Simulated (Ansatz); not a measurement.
input.yaml (Ansatz)

```yaml
crystal:
  lattice:
    - [-1.7291095606, 1.4241892908, 1.2689516811]
    - [1.4241892908, -1.7291095606, 1.2689516811]
    - [3.254804421, 3.254804421, -1.8274137138]
  atoms:
    - { symbol: Ni, position: [0.9584465652, 0.0415534348, 1.0], spin: 0.698 }
    - { symbol: Ni, position: [0.7915534348, 0.2084465652, 0.5], spin: 0.698 }
hamiltonian:
  xc: rpbe
  pseudopotentials:
    kind: paw
    azcp:
      Ni: "pseudopotentials/Ni.paw.azcp"
basis:
  ecutwfc: 420
  fft_grid_basis: typed
kpoints:
  mp_grid: { grid: [18, 18, 9], shift: [0, 0, 0] }
magnetization:
  spin_polarized: true
scf:
  occupations: { method: fermi_dirac, width: 0.05 }
  lower_state_search: "off"
output:
  stress: true
```

and its output:

```
Engine: ansatz 0.2.0, aarch64-unknown-linux-gnu
Pseudopotentials: kind: paw
Pseudopotential: Ni, paw, valence charge 18, recommended cutoff 420 eV (normal) 
Functional definition: RPBE
  parameter kappa = 0.804
  parameter beta = 0.06672455060314922
  exchange = rpbe_x(kappa = kappa, mu = beta*pi^2/3)
  correlation = pbe_c(beta = beta)
Crystal: 2 atoms, lattice volume = 24.290 Å³
Basis set: ecut = 420 eV, 465 PW (Γ)
Bands: 23, of which v1, the nominal top of the filled ones, is band 18 counted from 1 (17 counted from 0)
Symmetry: 4 space group operations
Space group: C2/c (ITA 15), of the structure as read, at distance tolerance 2.9e-5 Å
Magnetic group: BNS 15.85 (UNI 92), of the structure as read, at distance tolerance 2.9e-5 Å
k-points: 775 of 2916
Non-local potential: Ni, projectors of the file, l = 0: 3, l = 1: 2, l = 2: 3, l = 3: 1
PAW form: soft (Blöchl's): semilocal exchange-correlation on the pseudo side does not see the compensation charge
PAW frozen core: Ni, regenerated for the run's functional, and the local potential with it (the file was generated under x = pbe(κ = 0.804, μ = 0.2195149727645171), c = pbe(β = 0.06672455060314922))
PAW one-centre angular grid: Ni, 590 points (default); XC on 64 Gauss nodes
Initial density: superposition of atomic densities (chi_scale 0.1, normalization cell)
Starting moments: Σ|m| = 1.396 μB on 2 of 2 sites
Initial wavefunctions: pseudopotential atomic-orbital guess
Functional: x = rpbe, c = pbe(β = 0.06672455060314922)
iter 1 solved again at ethr=1.78e-3 eV; its pass at ethr=3.10e-3 eV (dr2=6.41e-1 eV) is discarded
SCF iter   1: F=—  HF=-11689.402696 eV  |F-HF|=—  |Δ(HF+E_count)|=         —  Δρ=4.08e-2 (↑4.08e-2 ↓3.00e-2)  dr2=6.40e-1  dr2_m=1.23e-2  M=1.207 μB ∫|m|=1.274 μB  β_m=0.30  ethr=1.78e-3  ⟨swp⟩=1.0  Hψ=179792  notcnv=0
SCF iter   2: F=—  HF=-11689.361410 eV  |F-HF|=—  |Δ(HF+E_count)|=   4.13e-2  Δρ=1.66e-2 (↑1.66e-2 ↓5.54e-3)  dr2=4.63e-2  dr2_m=1.64e-2  M=1.247 μB ∫|m|=1.338 μB  β_m=1.00  ethr=1.78e-3  ⟨swp⟩=2.6  Hψ=56183  notcnv=0
SCF iter   3: F=—  HF=-11689.362982 eV  |F-HF|=—  |Δ(HF+E_count)|=   1.57e-3  Δρ=9.99e-3 (↑9.99e-3 ↓3.23e-3)  dr2=2.42e-2  dr2_m=3.43e-3  M=1.241 μB ∫|m|=1.403 μB  β_m=1.00  ethr=1.29e-4  ⟨swp⟩=2.1  Hψ=51089  notcnv=0  defer=17
SCF iter   4: F=—  HF=-11689.353370 eV  |F-HF|=—  |Δ(HF+E_count)|=   9.61e-3  Δρ=3.65e-3 (↑1.65e-3 ↓3.65e-3)  dr2=4.42e-4  dr2_m=1.38e-3  M=1.256 μB ∫|m|=1.442 μB  β_m=1.00  ethr=6.73e-5  ⟨swp⟩=2.0  Hψ=50151  notcnv=0  defer=24
SCF iter   5: F=—  HF=-11689.357496 eV  |F-HF|=—  |Δ(HF+E_count)|=   4.13e-3  Δρ=2.54e-3 (↑6.86e-4 ↓2.54e-3)  dr2=4.29e-4  dr2_m=5.08e-4  M=1.268 μB ∫|m|=1.464 μB  β_m=1.00  ethr=1.23e-6  ⟨swp⟩=2.2  Hψ=58256  notcnv=0  defer=24
SCF iter   6: F=—  HF=-11689.361182 eV  |F-HF|=—  |Δ(HF+E_count)|=   3.69e-3  Δρ=1.92e-3 (↑5.63e-4 ↓1.92e-3)  dr2=2.64e-4  dr2_m=3.34e-4  M=1.280 μB ∫|m|=1.481 μB  β_m=1.00  ethr=1.19e-6  ⟨swp⟩=2.0  Hψ=58445  notcnv=0  defer=24
SCF iter   7: F=—  HF=-11689.363237 eV  |F-HF|=—  |Δ(HF+E_count)|=   2.05e-3  Δρ=1.44e-3 (↑5.26e-4 ↓1.44e-3)  dr2=1.22e-4  dr2_m=2.11e-4  M=1.290 μB ∫|m|=1.495 μB  β_m=1.00  ethr=7.35e-7  ⟨swp⟩=1.9  Hψ=49797  notcnv=0  defer=24
SCF iter   8: F=—  HF=-11689.364633 eV  |F-HF|=—  |Δ(HF+E_count)|=   1.40e-3  Δρ=1.09e-3 (↑5.79e-4 ↓1.09e-3)  dr2=3.93e-5  dr2_m=1.52e-4  M=1.298 μB ∫|m|=1.506 μB  β_m=0.30  ethr=3.39e-7  ⟨swp⟩=2.0  Hψ=45097  notcnv=0  defer=24
Mixer restart at iter 8: flushing history
spin-set hold released at iteration 8 (site moments contracting): the magnetisation degrees of freedom join the quasi-Newton model from the next iteration; the mixer history was flushed
SCF iter   9: F=—  HF=-11689.365918 eV  |F-HF|=—  |Δ(HF+E_count)|=   1.29e-3  Δρ=1.32e-3 (↑1.13e-3 ↓1.32e-3)  dr2=7.05e-6  dr2_m=3.33e-4  M=1.305 μB ∫|m|=1.515 μB  β_m=0.46  ethr=1.09e-7  ⟨swp⟩=2.0  Hψ=51666  notcnv=0  defer=24
SCF iter  10: F=—  HF=-11689.367573 eV  |F-HF|=—  |Δ(HF+E_count)|=   1.65e-3  Δρ=2.68e-3 (↑7.95e-4 ↓2.68e-3)  dr2=5.34e-4  dr2_m=6.56e-4  M=1.332 μB ∫|m|=1.547 μB  β_m=0.79  ethr=1.96e-8  ⟨swp⟩=3.2  Hψ=76786  notcnv=0  defer=24
SCF iter  11: F=—  HF=-11689.368214 eV  |F-HF|=—  |Δ(HF+E_count)|=   6.41e-4  Δρ=2.62e-3 (↑2.62e-3 ↓2.04e-3)  dr2=2.93e-3  dr2_m=1.99e-5  M=1.340 μB ∫|m|=1.562 μB  β_m=0.65  ethr=1.96e-8  ⟨swp⟩=3.1  Hψ=96691  notcnv=0  defer=24
SCF iter  12: F=—  HF=-11689.367797 eV  |F-HF|=—  |Δ(HF+E_count)|=   4.17e-4  Δρ=1.11e-3 (↑1.11e-3 ↓9.30e-4)  dr2=5.59e-4  dr2_m=2.29e-6  M=1.348 μB ∫|m|=1.571 μB  β_m=0.83  ethr=1.96e-8  ⟨swp⟩=3.2  Hψ=77496  notcnv=0  defer=24
SCF iter  13: F=—  HF=-11689.367699 eV  |F-HF|=—  |Δ(HF+E_count)|=   9.76e-5  Δρ=2.29e-4 (↑2.29e-4 ↓1.74e-4)  dr2=2.10e-5  dr2_m=3.30e-7  M=1.353 μB ∫|m|=1.576 μB  β_m=0.68  ethr=1.96e-8  ⟨swp⟩=2.3  Hψ=66190  notcnv=0  defer=24
SCF iter  14: F=—  HF=-11689.367696 eV  |F-HF|=—  |Δ(HF+E_count)|=   3.72e-6  Δρ=2.32e-5 (↑2.32e-5 ↓1.07e-5)  dr2=1.43e-7  dr2_m=1.16e-8  M=1.354 μB ∫|m|=1.577 μB  β_m=0.79  ethr=1.96e-8  ⟨swp⟩=2.2  Hψ=54944  notcnv=0  defer=24
SCF iter  15: F=-11689.367696 eV  HF=-11689.367696 eV  |F-HF|=2.93e-10  |Δ(HF+E_count)|=   1.90e-8  Δρ=2.64e-6 (↑2.64e-6 ↓2.05e-6)  dr2=1.01e-9  dr2_m=6.94e-10  M=1.354 μB ∫|m|=1.578 μB  ethr=2.78e-10  ⟨swp⟩=4.0  Hψ=123146  notcnv=0
SCF 1 converged in 15 iterations: F = -11689.367696 eV  dr2 = 1.01e-9
SCF converged after 15 iterations
Magnetization: 1.3538 μB (18.6769 up, 17.3231 down)
Absolute magnetization: 1.5791 μB (∫|ρ↑−ρ↓|, with the PAW one-centre terms)
Spin contamination: 0.0199 ħ² per cell (⟨S²⟩ above its minimum at these occupations)
Per-site moments (μB) at R_I (Å): [(0.7236218764299863, 1.0618895945961706), (0.7236218764299868, 1.0618895945961706)]
Free energy (F): -11689.367696 eV
Harris-Foulkes:  -11689.367696 eV  (|F-HF|=2.93e-10)
Internal energy: -11689.326409 eV  (E = F + TS)
E sigma→0 (E₀):  -11689.347052 eV
Entropy (-TS):   -0.041286 eV (-20.643 meV/atom)
Fermi energy:    15.990627 eV
--- Per-component energies (eV) ---
  E_band       = -641.857246
  E_kinetic    = 559.883252
  E_local      = -7236.520589  (includes V_loc(G=0)·N_el)
  E_nonlocal   = 1274.023741
  E_hartree    = 3015.470568
  E_xc         = -167.437362
  E_vxc        = -215.459706  (∫ρ·V_xc dr)
  E_paw        = -3272.604982  (= ΣΔE_a)
  E_vpaw       = -1054.722755  (= ΣTr[D̂ρ^β])
  E_aug_tail   = 0.001025  (compensation charges beyond the density's cutoff)
  E_ewald      = -5862.053371
  E_core_change = -0.088691  (= ΣΔE_core)
  E_smearing   = -0.041286  (= −TS)
  E_closure    = 0.000000  (closes the sum)
  Σ components = -11689.367696   (vs F -11689.367696, Δ=0.00e0)
--- Stress (GPa, compression-positive) ---
      -11.316508      -0.102433      -0.033154
       -0.102433     -11.316508      -0.033154
       -0.033154      -0.033154     -11.239841
  P = ⅓ Tr σ = -11.2910 GPa (-112.910 kbar)
```
